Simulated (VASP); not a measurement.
A run of VASP 6.6.1:

Contents of INCAR:

```
SYSTEM = CuI
ALGO = Normal
EDIFF = 1E-6
ENCUT = 520
ISIF = 2
ISMEAR = 0
LASPH = .True.
LCHARG = .False.
LREAL = .False.
LWAVE = .False.
NBANDS = 26
NELM = 100
PREC = Accurate
SIGMA = 0.01
```

File KPOINTS:

```
k-points
0
Gamma
  3 3 4
  0 0 0
```

The input POSCAR:

```
CuI
1.0
    3.7331680000     -3.7110860000      0.0000000000
    3.7331680000      3.7110860000      0.0000000000
    0.0000000000      0.0000000000      4.3069980000
Cu I
2 2
Direct
    0.4204390000      0.5795610000      0.7500000000
    0.5795610000      0.4204390000      0.2500000000
    0.7700430000      0.2299570000      0.7500000000
    0.2299570000      0.7700430000      0.2500000000
```

Potentials or basis: VASP PAW LDA potentials, release 64 (Cu, I).

The run is started by

```bash
$ cat potpaw_LDA.64/Cu/POTCAR potpaw_LDA.64/I/POTCAR > POTCAR
$ mpirun -np 1 vasp_std > vasp.out
```

Hardware: 1 thread of Intel(R) Xeon(R) Platinum 8488C (Sapphire Rapids), with other jobs on the host.

**Question.** Estimate the wall time of this run.

**Answer.** It took 25 s on 1 thread of Intel(R) Xeon(R) Platinum 8488C (Sapphire Rapids), with other jobs on the host, peak memory 0.19 GiB. Counts: scf iterations 16, k points 12.
